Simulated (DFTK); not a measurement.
The system is MoP.

```
CELL_PARAMETERS angstrom
3.22300 0.00000 0.00000
-1.61150 2.79120 0.00000
0.00000 0.00000 3.19100
ATOMIC_POSITIONS crystal
Mo 0.00000 0.00000 0.00000
P 0.33333 0.66667 0.50000
```

Base run:

| Property | Result |
| --- | --- |
| Program | DFTK 0.8.2 |
| Functional | PBE |
| Potentials or basis | dojo.nc.sr.pbe.v0_4_1.standard.upf (PBE) |
| Cutoff | 1088 eV |
| k mesh | 10 × 10 × 8 |
| Occupations | fermi-dirac, width 0.05 eV |
| Spin | no spin polarisation |

Its results: band gap on the k mesh none (metal or under the smearing width); pressure 2.7 GPa.

Question: The run is repeated on the same cell with these changes: functional from PBE to PBEsol; potentials or basis from dojo.nc.sr.pbe.v0_4_1.standard.upf (PBE) to dojo.nc.sr.pbesol.v0_4_1.standard.upf (PBEsol). What comes out?

Answer: Band gap on the k mesh none (metal or under the smearing width); pressure -3.7 GPa.
